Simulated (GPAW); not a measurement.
# CdS (Fm-3m) in GPAW: further runs

Runs on CdS. Level: PBE. Tasks: RPA correlation energy, dielectric tensor.

All numbers are computed with GPAW 26.7.0; they aren't measurements. Logs are shortened: lines on timing, memory, paths and dates and some standing lists are left out, and cuts for length are marked. The log counts tension as positive stress, the text compression.

### 1 The crystal as given

The structure is cubic, space group Fm-3m (No. 225). Conventional cell: a = 5.506 Å, b = 5.506 Å, c = 5.506 Å, α = 90.00°, β = 90.00°, γ = 90.00°. Around Cd (site symmetry m-3m) lie 6 S at 2.75 Å. Around S (site symmetry m-3m) lie 6 Cd at 2.75 Å.

Measurements of this composition are mostly on another form, of space group No. 186.

### 2 RPA correlation energy, PBE

File run.py:

```python
import numpy as np
from ase.io import read
from ase.units import Bohr, Ha
from gpaw import GPAW, PW
from gpaw.hybrids.energy import non_self_consistent_energy
from gpaw.xc.rpa import RPACorrelation

atoms = read('CdS.cif')

for x in [1.0]:
    ecuts = np.array([128.0, 160.0, 200])
    a = atoms.copy()
    a.set_cell(atoms.cell * x**(1 / 3), scale_atoms=True)
    calc = GPAW(mode=PW(450),
                xc='PBE',
                kpts={'size': (3, 3, 3), 'gamma': True},
                occupations={'name': 'fermi-dirac', 'width': 0.001},
                nbands=18,
                convergence={'density': 1e-06},
                maxiter=150,
                txt=f'gs-{x:.2f}.txt')
    a.calc = calc
    dft = a.get_potential_energy(force_consistent=True)
    calc.write(f'gs-{x:.2f}.gpw')
    exx = non_self_consistent_energy(calc, 'EXX').sum()
    calc.diagonalize_full_hamiltonian(nbands=int(a.get_volume() / Bohr**3 * (ecuts[-1] / Ha)**1.5 * 2**0.5 / 3 / np.pi**2 * 1.15) + 30)
    calc.write(f'full-{x:.2f}.gpw', mode='all')
    ec = RPACorrelation(f'full-{x:.2f}.gpw', ecut=ecuts, nfrequencies=12, skip_gamma=False, txt=f'rpa-{x:.2f}.txt').calculate()
    slope, ec_inf = np.polyfit(ecuts**-1.5, ec, 1)
    print(f'V = {a.get_volume():.4f} A^3: DFT {dft:.5f}, EXX {exx:.5f}, correlation', *ec.round(5), f'extrapolated {ec_inf:.5f}, total {exx + ec_inf:.5f} eV', flush=True)
```

File CdS.cif:

```cif
data_CdS
_cell_length_a 3.89367501
_cell_length_b 3.89367501
_cell_length_c 3.89367501
_cell_angle_alpha 60.00000000
_cell_angle_beta 60.00000000
_cell_angle_gamma 60.00000000
_space_group_name_H-M_alt 'P1'
_space_group_name_Hall 'P 1'
_space_group_IT_number 1
loop_
_space_group_symop_operation_xyz
'x,y,z'
loop_
_atom_site_label
_atom_site_type_symbol
_atom_site_symmetry_multiplicity
_atom_site_Wyckoff_symbol
_atom_site_fract_x
_atom_site_fract_y
_atom_site_fract_z
_atom_site_occupancy
Cd1 Cd 1 a 0.0000000000 0.0000000000 0.0000000000 1
S1 S 1 a 0.5000000000 0.5000000000 0.5000000000 1
```

Potentials or basis: GPAW PAW data sets (gpaw-data 1.2.1), pw.

Started as:

```console
$ OMP_NUM_THREADS=1 python run.py
```

Standard output:

```text
Using integrator: PointIntegrator
FrequencyDescriptor(from 0.000+0.003j to 0.000+800.000j eV, 12 points)
Nonperiodic BCs:  [False False False]
Using integrator: PointIntegrator
FrequencyDescriptor(from 0.000+0.003j to 0.000+800.000j eV, 12 points)
Nonperiodic BCs:  [False False False]
Integrating chi0 body.

Symmetries of q_c:
    Direct symmetries (Uq -> q): 48
    Indirect symmetries (TUq -> q): 0
In total 48 allowed symmetries.

  ( 1  0  0)  ( 1  0  0)  ( 1  0  0)  ( 1  0  0)  ( 1  0 -1)  ( 1  0 -1)
  ( 1  0 -1)  ( 1 -1  0)  ( 0  1  0)  ( 0  0  1)  ( 1  0  0)  ( 1 -1  0)
  ( 1 -1  0)  ( 1  0 -1)  ( 0  0  1)  ( 0  1  0)  ( 1 -1  0)  ( 1  0  0)
[... 25 lines left out ...]
  (-1  0  1)  (-1  0  1)  (-1  0  0)  (-1  0  0)  (-1  0  0)  (-1  0  0)
  (-1  1  0)  (-1  0  0)  ( 0  0 -1)  ( 0 -1  0)  (-1  1  0)  (-1  0  1)
  (-1  0  0)  (-1  1  0)  ( 0 -1  0)  ( 0  0 -1)  (-1  0  1)  (-1  1  0)

4 groups of equivalent kpoints. 85.18518518518519% reduction.

Integral kind: hermitian response function
Integrating chi0 head and wings.

Symmetries of q_c:
    Direct symmetries (Uq -> q): 48
    Indirect symmetries (TUq -> q): 0
In total 48 allowed symmetries.

  ( 1  0  0)  ( 1  0  0)  ( 1  0  0)  ( 1  0  0)  ( 1  0 -1)  ( 1  0 -1)
  ( 1  0 -1)  ( 1 -1  0)  ( 0  1  0)  ( 0  0  1)  ( 1  0  0)  ( 1 -1  0)
  ( 1 -1  0)  ( 1  0 -1)  ( 0  0  1)  ( 0  1  0)  ( 1 -1  0)  ( 1  0  0)

  ( 1  0 -1)  ( 1  0 -1)  ( 1 -1  0)  ( 1 -1  0)  ( 1 -1  0)  ( 1 -1  0)
  ( 0  1 -1)  ( 0  0 -1)  ( 1  0  0)  ( 1  0 -1)  ( 0 -1  1)  ( 0 -1  0)
  ( 0  0 -1)  ( 0  1 -1)  ( 1  0 -1)  ( 1  0  0)  ( 0 -1  0)  ( 0 -1  1)
[... 21 lines left out ...]
  (-1  0  1)  (-1  0  1)  (-1  0  0)  (-1  0  0)  (-1  0  0)  (-1  0  0)
  (-1  1  0)  (-1  0  0)  ( 0  0 -1)  ( 0 -1  0)  (-1  1  0)  (-1  0  1)
  (-1  0  0)  (-1  1  0)  ( 0 -1  0)  ( 0  0 -1)  (-1  0  1)  (-1  1  0)

4 groups of equivalent kpoints. 85.18518518518519% reduction.

Integral kind: hermitian response function wings
Integrating chi0 body.

Symmetries of q_c:
    Direct symmetries (Uq -> q): 48
    Indirect symmetries (TUq -> q): 0
In total 48 allowed symmetries.

  ( 1  0  0)  ( 1  0  0)  ( 1  0  0)  ( 1  0  0)  ( 1  0 -1)  ( 1  0 -1)
  ( 1  0 -1)  ( 1 -1  0)  ( 0  1  0)  ( 0  0  1)  ( 1  0  0)  ( 1 -1  0)
  ( 1 -1  0)  ( 1  0 -1)  ( 0  0  1)  ( 0  1  0)  ( 1 -1  0)  ( 1  0  0)
[... 25 lines left out ...]
  (-1  0  1)  (-1  0  1)  (-1  0  0)  (-1  0  0)  (-1  0  0)  (-1  0  0)
  (-1  1  0)  (-1  0  0)  ( 0  0 -1)  ( 0 -1  0)  (-1  1  0)  (-1  0  1)
  (-1  0  0)  (-1  1  0)  ( 0 -1  0)  ( 0  0 -1)  (-1  0  1)  (-1  1  0)

4 groups of equivalent kpoints. 85.18518518518519% reduction.

Integral kind: hermitian response function
Integrating chi0 head and wings.

Symmetries of q_c:
    Direct symmetries (Uq -> q): 48
    Indirect symmetries (TUq -> q): 0
In total 48 allowed symmetries.

  ( 1  0  0)  ( 1  0  0)  ( 1  0  0)  ( 1  0  0)  ( 1  0 -1)  ( 1  0 -1)
  ( 1  0 -1)  ( 1 -1  0)  ( 0  1  0)  ( 0  0  1)  ( 1  0  0)  ( 1 -1  0)
  ( 1 -1  0)  ( 1  0 -1)  ( 0  0  1)  ( 0  1  0)  ( 1 -1  0)  ( 1  0  0)

  ( 1  0 -1)  ( 1  0 -1)  ( 1 -1  0)  ( 1 -1  0)  ( 1 -1  0)  ( 1 -1  0)
  ( 0  1 -1)  ( 0  0 -1)  ( 1  0  0)  ( 1  0 -1)  ( 0 -1  1)  ( 0 -1  0)
  ( 0  0 -1)  ( 0  1 -1)  ( 1  0 -1)  ( 1  0  0)  ( 0 -1  0)  ( 0 -1  1)
[... 21 lines left out ...]
  (-1  0  1)  (-1  0  1)  (-1  0  0)  (-1  0  0)  (-1  0  0)  (-1  0  0)
  (-1  1  0)  (-1  0  0)  ( 0  0 -1)  ( 0 -1  0)  (-1  1  0)  (-1  0  1)
  (-1  0  0)  (-1  1  0)  ( 0 -1  0)  ( 0  0 -1)  (-1  0  1)  (-1  1  0)

4 groups of equivalent kpoints. 85.18518518518519% reduction.

Integral kind: hermitian response function wings
Integrating chi0 body.

Symmetries of q_c:
    Direct symmetries (Uq -> q): 48
    Indirect symmetries (TUq -> q): 0
In total 48 allowed symmetries.

  ( 1  0  0)  ( 1  0  0)  ( 1  0  0)  ( 1  0  0)  ( 1  0 -1)  ( 1  0 -1)
  ( 1  0 -1)  ( 1 -1  0)  ( 0  1  0)  ( 0  0  1)  ( 1  0  0)  ( 1 -1  0)
  ( 1 -1  0)  ( 1  0 -1)  ( 0  0  1)  ( 0  1  0)  ( 1 -1  0)  ( 1  0  0)
[... 25 lines left out ...]
  (-1  0  1)  (-1  0  1)  (-1  0  0)  (-1  0  0)  (-1  0  0)  (-1  0  0)
  (-1  1  0)  (-1  0  0)  ( 0  0 -1)  ( 0 -1  0)  (-1  1  0)  (-1  0  1)
  (-1  0  0)  (-1  1  0)  ( 0 -1  0)  ( 0  0 -1)  (-1  0  1)  (-1  1  0)

4 groups of equivalent kpoints. 85.18518518518519% reduction.

Integral kind: hermitian response function
Integrating chi0 head and wings.

Symmetries of q_c:
    Direct symmetries (Uq -> q): 48
    Indirect symmetries (TUq -> q): 0
In total 48 allowed symmetries.

  ( 1  0  0)  ( 1  0  0)  ( 1  0  0)  ( 1  0  0)  ( 1  0 -1)  ( 1  0 -1)
  ( 1  0 -1)  ( 1 -1  0)  ( 0  1  0)  ( 0  0  1)  ( 1  0  0)  ( 1 -1  0)
  ( 1 -1  0)  ( 1  0 -1)  ( 0  0  1)  ( 0  1  0)  ( 1 -1  0)  ( 1  0  0)

  ( 1  0 -1)  ( 1  0 -1)  ( 1 -1  0)  ( 1 -1  0)  ( 1 -1  0)  ( 1 -1  0)
  ( 0  1 -1)  ( 0  0 -1)  ( 1  0  0)  ( 1  0 -1)  ( 0 -1  1)  ( 0 -1  0)
  ( 0  0 -1)  ( 0  1 -1)  ( 1  0 -1)  ( 1  0  0)  ( 0 -1  0)  ( 0 -1  1)
[... 21 lines left out ...]
  (-1  0  1)  (-1  0  1)  (-1  0  0)  (-1  0  0)  (-1  0  0)  (-1  0  0)
  (-1  1  0)  (-1  0  0)  ( 0  0 -1)  ( 0 -1  0)  (-1  1  0)  (-1  0  1)
  (-1  0  0)  (-1  1  0)  ( 0 -1  0)  ( 0  0 -1)  (-1  0  1)  (-1  1  0)

4 groups of equivalent kpoints. 85.18518518518519% reduction.

Integral kind: hermitian response function wings
Integrating chi0 body.

Symmetries of q_c:
    Direct symmetries (Uq -> q): 4
    Indirect symmetries (TUq -> q): 0
In total 4 allowed symmetries.

  ( 1  0  0)  ( 0  1  0)  ( 0 -1  1)  (-1  0  1)
  ( 0  1  0)  ( 1  0  0)  (-1  0  1)  ( 0 -1  1)
  ( 0  0  1)  ( 0  0  1)  ( 0  0  1)  ( 0  0  1)

12 groups of equivalent kpoints. 55.55555555555556% reduction.

Integral kind: hermitian response function
Integrating chi0 body.

Symmetries of q_c:
    Direct symmetries (Uq -> q): 4
    Indirect symmetries (TUq -> q): 0
In total 4 allowed symmetries.

  ( 1  0  0)  ( 0  1  0)  ( 0 -1  1)  (-1  0  1)
  ( 0  1  0)  ( 1  0  0)  (-1  0  1)  ( 0 -1  1)
  ( 0  0  1)  ( 0  0  1)  ( 0  0  1)  ( 0  0  1)

12 groups of equivalent kpoints. 55.55555555555556% reduction.

Integral kind: hermitian response function
Integrating chi0 body.

Symmetries of q_c:
    Direct symmetries (Uq -> q): 4
    Indirect symmetries (TUq -> q): 0
In total 4 allowed symmetries.

  ( 1  0  0)  ( 0  1  0)  ( 0 -1  1)  (-1  0  1)
  ( 0  1  0)  ( 1  0  0)  (-1  0  1)  ( 0 -1  1)
  ( 0  0  1)  ( 0  0  1)  ( 0  0  1)  ( 0  0  1)

12 groups of equivalent kpoints. 55.55555555555556% reduction.

Integral kind: hermitian response function
Integrating chi0 body.

Symmetries of q_c:
    Direct symmetries (Uq -> q): 8
    Indirect symmetries (TUq -> q): 0
In total 8 allowed symmetries.

  ( 1  0  0)  ( 1  0  0)  ( 1  0 -1)  ( 1  0 -1)  ( 0  1  0)  ( 0  1  0)
  ( 1  0 -1)  ( 0  1  0)  ( 1  0  0)  ( 0  1 -1)  ( 1  0  0)  ( 0  1 -1)
  ( 1 -1  0)  ( 0  0  1)  ( 1 -1  0)  ( 0  0 -1)  ( 0  0  1)  (-1  1  0)

  ( 0  1 -1)  ( 0  1 -1)
  ( 1  0 -1)  ( 0  1  0)
  ( 0  0 -1)  (-1  1  0)

9 groups of equivalent kpoints. 66.66666666666667% reduction.

Integral kind: hermitian response function
Integrating chi0 body.

Symmetries of q_c:
    Direct symmetries (Uq -> q): 8
    Indirect symmetries (TUq -> q): 0
In total 8 allowed symmetries.

  ( 1  0  0)  ( 1  0  0)  ( 1  0 -1)  ( 1  0 -1)  ( 0  1  0)  ( 0  1  0)
  ( 1  0 -1)  ( 0  1  0)  ( 1  0  0)  ( 0  1 -1)  ( 1  0  0)  ( 0  1 -1)
  ( 1 -1  0)  ( 0  0  1)  ( 1 -1  0)  ( 0  0 -1)  ( 0  0  1)  (-1  1  0)

  ( 0  1 -1)  ( 0  1 -1)
  ( 1  0 -1)  ( 0  1  0)
  ( 0  0 -1)  (-1  1  0)

9 groups of equivalent kpoints. 66.66666666666667% reduction.

Integral kind: hermitian response function
Integrating chi0 body.

Symmetries of q_c:
    Direct symmetries (Uq -> q): 8
    Indirect symmetries (TUq -> q): 0
In total 8 allowed symmetries.

  ( 1  0  0)  ( 1  0  0)  ( 1  0 -1)  ( 1  0 -1)  ( 0  1  0)  ( 0  1  0)
  ( 1  0 -1)  ( 0  1  0)  ( 1  0  0)  ( 0  1 -1)  ( 1  0  0)  ( 0  1 -1)
  ( 1 -1  0)  ( 0  0  1)  ( 1 -1  0)  ( 0  0 -1)  ( 0  0  1)  (-1  1  0)

  ( 0  1 -1)  ( 0  1 -1)
  ( 1  0 -1)  ( 0  1  0)
  ( 0  0 -1)  (-1  1  0)

9 groups of equivalent kpoints. 66.66666666666667% reduction.

Integral kind: hermitian response function
Integrating chi0 body.

Symmetries of q_c:
    Direct symmetries (Uq -> q): 6
    Indirect symmetries (TUq -> q): 0
In total 6 allowed symmetries.
[... 29 lines left out ...]
  ( 1  0  0)  ( 1  0  0)  ( 0  1  0)  ( 0  1  0)  ( 0  0  1)  ( 0  0  1)
  ( 0  1  0)  ( 0  0  1)  ( 1  0  0)  ( 0  0  1)  ( 1  0  0)  ( 0  1  0)
  ( 0  0  1)  ( 0  1  0)  ( 0  0  1)  ( 1  0  0)  ( 0  1  0)  ( 1  0  0)

10 groups of equivalent kpoints. 62.96296296296296% reduction.

Integral kind: hermitian response function
```

Wall time 35 s (1 thread of Arm Neoverse V2, shared host); peak memory 0.33 GiB.

Results:

* Free energy: -5.7479 eV
* Band gap on the k mesh, mean-field level: 0.95 eV, indirect (least direct gap 1.48 eV)
* RPA total energy per cell: 45.397 eV

Caveat: the k mesh is coarse (spacing up to 0.66 Å⁻¹), so the values aren't converged; the long-wavelength limit can be off by several per cent where d states take part; an odd mesh through Γ misses points on the zone boundary, where band edges often lie.

### 3 Dielectric tensor, PBE

This run uses another cell than the first one, of 22.12 Å³/atom, 1.060 times its volume.

File run.py:

```python
import numpy as np
from ase import Atoms
from ase.dft.bandgap import bandgap
from ase.io import write
from gpaw import GPAW, PW
from gpaw.response.df import DielectricFunction

atoms = Atoms(['Cd', 'S'],
              cell=[[0.0, 2.8072428857, 2.8072428857],
                    [2.8072428857, 0.0, 2.8072428857],
                    [2.8072428857, 2.8072428857, 0.0]],
              scaled_positions=[[0.0, 0.0, 0.0],
                                [0.5, 0.5, 0.5]],
              pbc=True)

calc = GPAW(mode=PW(450),
            xc='PBE',
            kpts={'size': (7, 7, 7), 'gamma': True},
            occupations={'name': 'fermi-dirac', 'width': 0.001},
            nbands=18,
            convergence={'density': 1e-06},
            maxiter=150,
            txt='gpaw.txt')
atoms.calc = calc
energy = atoms.get_potential_energy()
calc.write('gs.gpw')
write('result.traj', atoms)
print(f'Energy: {energy:.6f} eV')
print('Fermi level:', round(calc.get_fermi_level(), 4), 'eV')
print(f'Gap: {bandgap(calc)[0]:.4f} eV, direct: {bandgap(calc, direct=True)[0]:.4f} eV')

for size in [(21, 21, 21)]:
    name = 'x'.join(str(n) for n in size)
    dense = calc.fixed_density(kpts={'size': size, 'gamma': True},
                               nbands=35, convergence={'bands': 29, 'eigenstates': 1e-7},
                               update_fermi_level=True, txt=f'dense-{name}.txt')
    dense.write(f'{name}.gpw', mode='all')
    df = DielectricFunction(f'{name}.gpw', frequencies=np.array([0.0]), hilbert=False, eta=0.001,
                            ecut=80, nbands=29, intraband=False, txt=f'df-{name}.txt')
    for xc in ['RPA']:
        for direction in ['x', 'y', 'z', [0, 1, 1], [1, 0, 1], [1, 1, 0]]:
            e0, e = df.get_macroscopic_dielectric_constant(xc=xc, direction=direction)
            print(f'{name} {xc} {direction}: {e0:.4f} without, {e:.4f} with local fields')
```

Potentials or basis: GPAW PAW data sets (gpaw-data 1.2.1), pw.

Started as:

```console
$ OMP_NUM_THREADS=1 python run.py
```

gpaw.txt:

```text
__  _  _
 | _ |_)|_||  |
 |__||  | ||/\| - 26.7.0

Input parameters:
  mode=PW(ecut=450.00000000000006),
  convergence={'density': 1e-06},
  kpts=MonkhorstPack(size=(7, 7, 7), gamma=True),
  maxiter=150,
  nbands=18,
  occupations=Occupations(name='fermi-dirac', width=0.001),
  xc=XC(name='PBE')

Diagonalizing LCAO Hamiltonian
Converting LCAO to pw mode

                S

       Cd

Atoms  # Å, Bohr magnetons
|   | symbol |        x |        y |        z |    initial magnetic moments |
|---|--------|----------|----------|----------|-----------------------------|
| 0 |     Cd | 0.000000 | 0.000000 | 0.000000 | ( 0.0000,  0.0000,  0.0000) |
| 1 |      S | 2.807243 | 2.807243 | 2.807243 | ( 0.0000,  0.0000,  0.0000) |

Unit cell  # Å
| periodic |        x |        y |        z |  lengths |    angles |
[... 192 lines left out ...]
|iter:   1| |   -6.576294 | -0.70 |       |
|iter:   2| |   -6.442184 | -2.43 | -1.10 |
|iter:   3| |   -5.990740 | -1.47 | -1.14 |
|iter:   4| |   -5.988168 | -3.59 | -1.76 |
|iter:   5| |   -5.987927c| -4.25 | -2.20 |
|iter:   6| |   -5.987951c| -6.00 | -3.25 |
|iter:   7| |   -5.987956c| -6.84 | -3.66 |
|iter:   8| |   -5.987956c| -7.84c| -5.04 |
|iter:   9| |   -5.987956c| -8.48c| -5.38 |
|iter:  10| |   -5.987956c| -9.16c| -6.34c|

Converged in 10 steps
Energy contributions relative to reference atoms: (reference = -163030.738234)

Energy contributions:
  Kinetic:          13.551474
  Coulomb:         -12.361338
  Zero:              0.131487
  External:          0.000000
  Xc:               -7.309578
  Entropy:          -0.000000
  Spinorbit:         0.000000
  ----------------------------
  Free energy:      -5.987956
  Extrapolated:     -5.987956

dipole moment: (-18.326540, -18.326540, -18.326540)  # |e|*Ang

Fermi level: 4.783
Eigenvalues  # (at kpt = [0.000, 0.000, 0.000])
| band index |      eig [eV] | occ [0-2] |
|------------|---------------|-----------|
|          0 |        -7.557 |     2.000 |
|          1 |        -2.693 |     2.000 |
|          2 |        -2.693 |     2.000 |
|          3 |        -2.692 |     2.000 |
|          4 |        -2.692 |     2.000 |
|          5 |        -2.692 |     2.000 |
[... 10 lines left out ...]
|         16 |        16.048 |     0.000 |
|         17 |        16.629 |     0.000 |

Gap: 0.484 eV
Transition (v -> c):
  (s=0, k=12, n=8, [0.43, 0.29, 0.29]) -> (s=0, k=16, n=9, [0.43, 0.43, 0.00])
Direct/indirect transitions are different
Direct gap: 1.194 eV
Transition at: (s=0, k=0, n=8, [0.00, 0.00, 0.00])
# Writing to gs.gpw (mode='')
```

Run time: 2.9 min. Hardware: 1 thread of Arm Neoverse V1, shared host; peak memory 0.5 GiB.

What came out:

* Free energy: -5.9880 eV
* Band gap on the k mesh: 0.48 eV, indirect (least direct gap 1.19 eV)
* Electronic dielectric tensor (diagonal): 8.84

Electronic dielectric tensor:
```
8.84 0.00 0.00
0.00 8.84 0.00
0.00 0.00 8.84
```

Caveat: the gap is small at this level, which inflates the dielectric constant; the long-wavelength limit can be off by several per cent where d states take part; an odd mesh through Γ misses points on the zone boundary, where band edges often lie.
